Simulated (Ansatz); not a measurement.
**SiC: ideal shear of a crystal plane**

Level of theory: DFT r2SCAN, scalar-relativistic, plane waves, PAW (Ansatz). The runs took a 500 eV cutoff, a Γ-centred 7×5×2 mesh and Gaussian smearing (0.05 eV). No spin polarisation. Energies are free energies at this smearing, counted from the undisturbed cell; pressure is positive in compression.

The undisturbed cell (relaxed at this level):

```
Si C
1.0
     1.53760   -2.66320    0.00000
     0.00000    0.00000   -5.04817
     9.22559    5.32639    0.00000
Si C
8 8
Direct
  0.50000 0.99540 0.83333
  0.00000 0.99540 0.08333
  0.50000 0.99540 0.33333
  0.00000 0.99540 0.58333
  0.00000 0.49540 0.91667
  0.50000 0.49540 0.16667
  0.00000 0.49540 0.41667
  0.50000 0.49540 0.66667
  0.50000 0.61960 0.83333
  0.00000 0.61960 0.08333
  0.50000 0.61960 0.33333
  0.00000 0.61960 0.58333
  0.00000 0.11960 0.91667
  0.50000 0.11960 0.16667
  0.00000 0.11960 0.41667
  0.50000 0.11960 0.66667
```

The cut lies on the cell's a–b face, a (1 0 0) plane (indices in the standard cell, whose axes needn't be the Cartesian ones shown) of area 15.52 Å², between layers 1.78 Å apart. Vector c is tilted by f times 1·a − 1·b (length 5.911 Å) with the atoms' Cartesian places fixed: one unrelaxed fault a cell. The traction is dγ/du, the slope of γ against the slip u in Å. Some rows repeat others by symmetry and weren't run.

| f | γ (mJ/m²) | traction (GPa) |
| --- | --- | --- |
| 0.0000 | 0 | 0.0 |
| 0.0833 | 1106 | 42.0 |
| 0.1667 | 3696 | 57.4 |
| 0.2500 | 5961 | 25.8 |
| 0.3333 | 6626 | 9.2 |
| 0.4167 | 7196 | 13.9 |
| 0.5000 | 7631 | -0.2 |
| 0.5833 | 7196 | -13.9 |
| 0.6667 | 6626 | -9.2 |
| 0.7500 | 5961 | -25.8 |
| 0.8333 | 3696 | -57.4 |
| 0.9167 | 1106 | -42.0 |

Q: Read off the first barrier and the stress needed to climb it, and compare with Frenkel's sinusoid.

A: The first sampled maximum lies at f = 0.500, a slip of 2.96 Å, with γ ≈ 7631 mJ/m², which stands in for the unstable fault energy γ_us, and the steepest sampled slope before it is 57.4 GPa. A sinusoid γ = γ_us sin²(πu/λ) with its maximum there has λ = 5.91 Å and a largest slope πγ_us/λ = 40.6 GPa (1 mJ/m² per Å = 0.01 GPa).

Q: Is there a metastable fault on this line?

A: Apart from points where γ returns to about zero, no local minimum shows among the samples, so at this sampling the line offers no fault for a dislocation to split on; a fault can still lie off the line.

The cut is rigid; relaxing the faces lowers these energies and usually the stresses.

The gap closes along the scan, which can put kinks into the curve.

Cost: 7 runs of about 6.7 core-minutes in all, on Arm Neoverse V2 (shared hosts).